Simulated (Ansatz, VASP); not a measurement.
# Two plane-wave programs on Cs

```xyz
1
Lattice="-3.0425 3.0425 3.0425 3.0425 -3.0425 3.0425 3.0425 3.0425 -3.0425" Properties=species:S:1:pos:R:3 pbc="T T T"
Cs    0.0000    0.0000    0.0000
```

Change from the starting cell: volume scaled by 1.02, PAW files.

Alike in both runs: task electric field gradients; functional LDA; k mesh 9 × 9 × 9; occupations fermi-dirac, width 0.05 eV; no spin polarisation.

|  | VASP | Ansatz |
| --- | --- | --- |
| version | VASP 6.6.1 | Ansatz 0.2.0 |
| potentials or method | VASP PAW LDA potentials, release 64 (Cs_sv) | PAW with Ansatz's default frozen-core files, scalar-relativistic |
| plane-wave cutoff (eV) | 520 | 420 |
| valence electrons in the cell | 9 | 9 |

|  | VASP | Ansatz | Ansatz less VASP |
| --- | --- | --- | --- |
| pressure (GPa) | -0.3 | -0.3 | +0.01 |
| Vzz of the field gradient on the site that differs most (V/Å²) | 0.0 | 0.0 | 0.00 |

Ansatz warned: «gradients_without_spin_orbit».

Spin-orbit coupling is left out, which matters for the levels of Cs.
